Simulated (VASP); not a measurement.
# InP (F-43m): a series in uniaxial stress along [001]

Wanted: the response of InP to uniaxial stress along [001], as a table, with a fit that predicts a row left out.

Main program and level: VASP 6.6.1; LDA; plane waves and PAW (In_d, P), in the first sound run; inputs show where later runs differ.

### Step 1. Starting point

Symmetry: F-43m, No. 216, cubic system. The conventional cell has a = 5.869 Å, b = 5.869 Å, c = 5.869 Å, α = 90.00°, β = 90.00°, γ = 90.00°. Nearest to In lie 4 P at 2.54 Å. Nearest to P lie 4 In at 2.54 Å. Farther neighbours are not listed.

### Step 2. Relax the crystal, LDA

The series starts from the cell that this level prefers, so that zero strain is near zero stress.

This step took 2 runs in a row; the last is shown.

Level: LDA; plane waves and PAW (In_d, P).

File INCAR:

```
SYSTEM = InP
PREC = Accurate
ENCUT = 450
EDIFF = 1E-07
NELM = 120
ISMEAR = 0
SIGMA = 0.02
LREAL = .FALSE.
ALGO = Normal
GGA = CA
NBANDS = 15
LORBIT = 11
LWAVE = .FALSE.
LCHARG = .FALSE.
KPAR = 8
IBRION = 2
NSW = 40
ISIF = 3
EDIFFG = -0.005
POTIM = 0.4
```

File POSCAR:

```
InP
1.0
    0.0000000000      2.9143010117      2.9143010117
    2.9143010117      0.0000000000      2.9143010117
    2.9143010117      2.9143010117      0.0000000000
In P
1 1
Direct
    0.0000000000      0.0000000000      0.0000000000
    0.2500000000      0.2500000000      0.2500000000
```

File KPOINTS:

```
Automatic mesh
0
Gamma
9 9 9
0 0 0
```

Potentials, in the order of the species: In_d and P (LDA family, release 64).

Started as:

```console
$ mpirun -np 8 vasp_std
```

Output:

```text
[banner, memory and clock lines left out]
running    8 mpi-ranks, on    1 nodes
[...]
|                                                                             |
|           W    W    AA    RRRRR   N    N  II  N    N   GGGG   !!!           |
|           W    W   A  A   R    R  NN   N  II  NN   N  G    G  !!!           |
|           W    W  A    A  R    R  N N  N  II  N N  N  G       !!!           |
|           W WW W  AAAAAA  RRRRR   N  N N  II  N  N N  G  GGG   !            |
|           WW  WW  A    A  R   R   N   NN  II  N   NN  G    G                |
|           W    W  A    A  R    R  N    N  II  N    N   GGGG   !!!           |
|                                                                             |
|     For optimal performance we recommend to set                             |
|       NCORE = 2 up to number-of-cores-per-socket                            |
|     NCORE specifies how many cores store one orbital (NPAR=cpu/NCORE).      |
|     This setting can greatly improve the performance of VASP for DFT.       |
[...]
|     Unfortunately you need to use the default for GW and RPA                |
|     calculations (for HF NCORE is supported but not extensively tested      |
|     yet).                                                                   |
|                                                                             |

 LDA part: xc-table for (Slater(with rela. corr.)+CA(PZ))
 , standard interpolation
 POSCAR, INCAR and KPOINTS ok, starting setup
[...]
entering main loop
       N       E                     dE             d eps       ncg     rms          rms(c)
DAV:   1     0.105700725744E+03    0.10570E+03   -0.77610E+03  1050   0.123E+03
DAV:   2    -0.282393448538E+01   -0.10852E+03   -0.10462E+03  1134   0.290E+02
DAV:   3    -0.992338051421E+01   -0.70994E+01   -0.70669E+01  1421   0.768E+01
DAV:   4    -0.101084349035E+02   -0.18505E+00   -0.18500E+00  1282   0.134E+01
[...]
DAV:  11    -0.967374161037E+01   -0.35848E-05   -0.30430E-05  1617   0.873E-02    0.675E-02
DAV:  12    -0.967373927746E+01    0.23329E-05   -0.51617E-06  1337   0.205E-02    0.122E-02
DAV:  13    -0.967373925528E+01    0.22180E-07   -0.42625E-07  1302   0.357E-03
   1 F= -.96737393E+01 E0= -.96737393E+01  d E =-.967374E+01
[...]
reached required accuracy - stopping structural energy minimisation
```

It took 4.6 s on 8 MPI ranks of AMD EPYC 7R43, shared host; peak memory 1.1 GiB; 32 s of CPU time.

The logs omit lines about the potential files and the build; timing stands in the text.

OUTCAR, selected parts (step 2):

```text
  Total       -0.0042518     -0.0042518     -0.0042518      0.0000000     -0.0000000      0.0000000
  in kB       -0.1376113     -0.1376113     -0.1376113      0.0000000     -0.0000000      0.0000000
  external PRESSURE =      -0.1376113 kB  Pullay stress =       0.0000000 kB

 POSITION                                       TOTAL-FORCE (eV/Angst)
 -----------------------------------------------------------------------------------
      0.00000      0.00000      0.00000        -0.000000     -0.000000     -0.000000
      1.45715      1.45715      1.45715         0.000000      0.000000      0.000000
 -----------------------------------------------------------------------------------
    total drift:                               -0.000000     -0.000000     -0.000000

  FREE ENERGIE OF THE ION-ELECTRON SYSTEM (eV)
  ---------------------------------------------------
  free  energy   TOTEN  =        -9.6737392553 eV

  energy  without entropy=       -9.6737392553  energy(sigma->0) =       -9.67373926

 reached required accuracy - stopping structural energy minimisation

[... 3 further parts left out ...]
[key lines of the parts left out:]
E-fermi :   5.2894
```

Numbers from this step:

| Property | Result |
| --- | --- |
| energy(sigma→0) of the program | -9.6737 eV |
| stress, compression positive | xx, yy, zz -0.01, -0.01, -0.01 GPa |
| volume | 49.503 Å³ |
| ionic steps | 1 |

### Step 3. Strain across the axis, LDA

One member in full: the axis is strained by -1.5 %, and the two directions across it are strained alike until their mean stress is under 0.012 GPa or five steps are spent.

This step took 3 runs, each at a new trial strain with the atoms of the one before; the last is shown.

Level: LDA; plane waves and PAW (In_d, P); cell typed or built by script.

INCAR: that of step 2 with these lines changed.

```diff
@@ -14,7 +14,7 @@
 LCHARG = .FALSE.
-KPAR = 8
-IBRION = 2
-NSW = 40
-ISIF = 3
-EDIFFG = -0.005
-POTIM = 0.4
+KPAR = 2
+IBRION = 1
+NSW = 25
+ISIF = 2
+EDIFFG = -0.004
+POTIM = 0.3
```

File POSCAR:

```
InP
1.0
    0.0000000000      2.9300497610      2.8705864970
    2.9300497610      0.0000000000      2.8705864970
    2.9300497610      2.9300497610      0.0000000000
In P
1 1
Direct
    0.0000000000      0.0000000000      0.0000000000
    0.2500000000      0.2500000000      0.2500000000
```

KPOINTS is that of step 2.

Started as:

```console
$ mpirun -np 2 vasp_std
```

Output:

```text
[banner, memory and clock lines left out]
running    2 mpi-ranks, on    1 nodes
[...]
LDA part: xc-table for (Slater(with rela. corr.)+CA(PZ))
 , standard interpolation
 POSCAR, INCAR and KPOINTS ok, starting setup
[...]
entering main loop
       N       E                     dE             d eps       ncg     rms          rms(c)
DAV:   1     0.105128726112E+03    0.10513E+03   -0.78338E+03  2264   0.123E+03
DAV:   2    -0.300107793825E+01   -0.10813E+03   -0.10411E+03  2418   0.291E+02
DAV:   3    -0.992645117046E+01   -0.69254E+01   -0.68876E+01  2908   0.760E+01
DAV:   4    -0.101085456614E+02   -0.18209E+00   -0.18202E+00  2883   0.135E+01
[...]
DAV:  11    -0.967167451510E+01   -0.33863E-05   -0.29904E-05  3557   0.873E-02    0.687E-02
DAV:  12    -0.967167219276E+01    0.23223E-05   -0.51699E-06  2901   0.211E-02    0.123E-02
DAV:  13    -0.967167216857E+01    0.24187E-07   -0.41183E-07  2796   0.357E-03
   1 F= -.96716722E+01 E0= -.96716722E+01  d E =-.967167E+01
 BRION: g(F)=  0.355E-45 g(S)=  0.000E+00
 reached required accuracy - stopping structural energy minimisation
```

Elapsed: 21 s, on 2 MPI ranks; peak memory 0.27 GiB.

Parts of OUTCAR (step 3):

```text
  Total       -0.0000647     -0.0000647      0.2647271      0.0000000      0.0000000      0.0000000
  in kB       -0.0021017     -0.0021017      8.6051479      0.0000000      0.0000000      0.0000000
  external PRESSURE =       2.8669815 kB  Pullay stress =       0.0000000 kB

 POSITION                                       TOTAL-FORCE (eV/Angst)
 -----------------------------------------------------------------------------------
      0.00000      0.00000      0.00000        -0.000000     -0.000000      0.000000
      1.46502      1.46502      1.43529         0.000000      0.000000     -0.000000
 -----------------------------------------------------------------------------------
    total drift:                                0.000001      0.000001     -0.000007

  FREE ENERGIE OF THE ION-ELECTRON SYSTEM (eV)
  ---------------------------------------------------
  free  energy   TOTEN  =        -9.6716721686 eV

  energy  without entropy=       -9.6716721686  energy(sigma->0) =       -9.67167217

[... 1 part as in an earlier step ...]

[... 3 further parts left out ...]
[key lines of the parts left out:]
E-fermi :   5.4384
```

Read from the output:

```
energy(sigma→0) of the program : -9.6717 eV
stress, compression positive   : xx, yy, zz 0.00, 0.00, 0.86 GPa
ionic steps                    : 1
```

### Step 4. Band edges, TB-mBJ with spin-orbit coupling

Short lines in KPOINTS_OPT sample the zone centre along and across the axis, for masses, and the other valleys.

Level: TB-mBJ, spin-orbit coupling; plane waves and PAW (In_d, P); cell typed or built by script.

TB-mBJ has no energy functional, so the total energy, stress and pressure in this output mean nothing.

File INCAR:

```
SYSTEM = InP
PREC = Accurate
ENCUT = 450
EDIFF = 1E-06
NELM = 150
ISMEAR = 0
SIGMA = 0.02
LREAL = .FALSE.
ALGO = Normal
METAGGA = MBJ
LASPH = .TRUE.
LNONCOLLINEAR = .TRUE.
MAGMOM = 0 0 0 0 0 0
NBANDS = 28
GGA_COMPAT = .FALSE.
LSORBIT = .TRUE.
LWAVE = .FALSE.
LCHARG = .FALSE.
KPAR = 2
```

POSCAR is that of step 3.

File KPOINTS:

```
Automatic mesh
0
Gamma
7 7 7
0 0 0
```

File KPOINTS_OPT:

```
Line mode
6
Line-mode
Reciprocal
  0.00000000   0.00000000   0.00000000
  0.02284340   0.02284340  -0.00000000

  0.00000000   0.00000000   0.00000000
  0.00000000  -0.02331660  -0.02331660

  0.31000000   0.31000000   0.00000000
  0.50000000   0.50000000   0.00000000

  0.00000000   0.31000000   0.31000000
  0.00000000   0.50000000   0.50000000

  0.45000000   0.45000000   0.45000000
  0.50000000   0.50000000   0.50000000

  0.45000000   0.00000000   0.00000000
  0.50000000   0.00000000   0.00000000

  0.42500000   0.42500000   0.00000000
  0.42500000   0.44831660   0.02331660

  0.50000000   0.50000000   0.50000000
  0.48351268   0.51648732   0.50000000
```

Started as:

```console
$ mpirun -np 2 vasp_ncl
```

Output:

```text
[banner, memory and clock lines left out]
running    2 mpi-ranks, on    1 nodes
[...]
|                                                                             |
|               ----> ADVICE to this user running VASP <----                  |
|                                                                             |
|     You enforced a specific xc type in the INCAR file but a different       |
|     [... a line on the potential file left out ...]
|     I HOPE YOU KNOW WHAT YOU ARE DOING!                                     |
|                                                                             |

 LDA part: xc-table for (None), standard interpolation
 POSCAR, INCAR and KPOINTS ok, starting setup
[...]
entering main loop
       N       E                     dE             d eps       ncg     rms          rms(c)
DAV:   1     0.719050063583E+02    0.71905E+02   -0.73371E+03  3248   0.132E+03
DAV:   2    -0.681461917706E+02   -0.14005E+03   -0.13431E+03  3308   0.343E+02
DAV:   3    -0.821731918138E+02   -0.14027E+02   -0.13816E+02  4084   0.124E+02
DAV:   4    -0.827469638072E+02   -0.57377E+00   -0.57220E+00  3984   0.253E+01
[...]
DAV:  45    -0.809286613250E+02   -0.35829E-05   -0.47527E-10  1672   0.158E-04    0.109E-04
DAV:  46    -0.809286676015E+02   -0.62766E-05   -0.36263E-10  1672   0.154E-04    0.105E-05
DAV:  47    -0.809286673490E+02    0.25258E-06   -0.26600E-10  1672   0.119E-04
   1 F= -.80928667E+02 E0= -.80928667E+02  d E =-.409188E-30  mag=    -0.0000     0.0000    -0.0000
 Start KPOINTS_OPT (optional k-point list driver)
k-point batch [1-48\48]
       N       E                     dE             ncg
DAV:   1     0.370316257881E+04   -0.13689E+05     2688
DAV:   2    -0.301112530174E+04   -0.67143E+04     2724
DAV:   3    -0.379243213060E+04   -0.78131E+03     3288
DAV:   4    -0.382581889607E+04   -0.33387E+02     3336
DAV:   5    -0.382832268653E+04   -0.25038E+01     5200
DAV:   6    -0.382833974970E+04   -0.17063E-01     3808
DAV:   7    -0.382834058366E+04   -0.83397E-03     4908
DAV:   8    -0.382834060581E+04   -0.22144E-04     3852
DAV:   9    -0.382834060670E+04   -0.89593E-06     2388
```

Wall time 8.2 min (2 MPI ranks); peak memory 0.73 GiB; 16 min of CPU time.

OUTCAR, selected parts (step 4):

```text
  LATTYP: Found a body centered tetragonal cell.
 ALAT       =     4.1437161104
 C/A-ratio  =     1.3855131097

 Subroutine GETGRP returns: Found  8 space group operations
 (whereof  8 operations were pure point group operations)

The static configuration has the point symmetry D_2d.

 Found     58 irreducible k-points:

   k-points           NKPTS =     58   k-points in BZ     NKDIM =     58   number of bands    NBANDS=     28

   dimension x,y,z NGX =    28 NGY =   28 NGZ =   30
   dimension x,y,z NGXF=    56 NGYF=   56 NGZF=   60

   ENCUT  =  450.0 eV  33.07 Ry    5.75 a.u.   7.09  7.09  7.17*2*pi/ulx,y,z

   NELECT =      18.0000    total number of electrons

 E-fermi :   5.6058

 k-point     1 :       0.0000    0.0000    0.0000
  band No.  band energies     occupation
    ...
     14       5.3001      1.00000
     15       5.3721      1.00000
     16       5.3721      1.00000
     17       5.4514      1.00000
     18       5.4514      1.00000
     19       7.1513      0.00000
     20       7.1513      0.00000
     21       9.8207      0.00000
     22       9.8207      0.00000
     23      10.2523      0.00000
    ...

 k-point     2 :       0.1429    0.0000    0.0000
  band No.  band energies     occupation
    ...
     14       3.8208      1.00000
     15       5.1031      1.00000
     16       5.1050      1.00000
     17       5.2062      1.00000
     18       5.2161      1.00000
     19       7.9764      0.00000
     20       7.9768      0.00000
     21      10.1385      0.00000
     22      10.2128      0.00000
     23      10.4477      0.00000
    ...

  Total      -69.9418261    -69.9418261    -69.5259809      0.0000000      0.0000000      0.0000000
  in kB    -2273.5102882  -2273.5102882  -2259.9929370      0.0000000      0.0000000      0.0000000
  external PRESSURE =   -2269.0045045 kB  Pullay stress =       0.0000000 kB

 POSITION                                       TOTAL-FORCE (eV/Angst)
 -----------------------------------------------------------------------------------
      0.00000      0.00000      0.00000        -0.000000     -0.000000     -0.000000
      1.46502      1.46502      1.43529         0.000000      0.000000      0.000000
 -----------------------------------------------------------------------------------
    total drift:                                0.000462      0.000462      0.000589

  FREE ENERGIE OF THE ION-ELECTRON SYSTEM (eV)
  ---------------------------------------------------
  free  energy   TOTEN  =       -80.9286673490 eV

  energy  without entropy=      -80.9286673490  energy(sigma->0) =      -80.92866735

 Spin-Orbit-Coupling matrix elements
 Ion:    1  E_soc:     -0.0684054
 Ion:    2  E_soc:     -0.0011150

[... 1 part as in an earlier step ...]

[... 7 further parts left out ...]
```

[end of part 1 of 2]

[Lines on the potential files, build, host, timing and source positions are cut from VASP's logs without a mark.]

[Logs are printed without paths, hosts, clocks, repeated set-up lines and the standing remarks that a program may print on its own settings, such as how far it seeks lower states.]

[Hosts, paths, dates, database ids (printed as entryN), source tags and the programs' standing remarks are cut or masked in the printed files.]

[In band tables of VASP the shares of atoms and orbitals are scaled to a sum of 1 inside the atoms' spheres.]
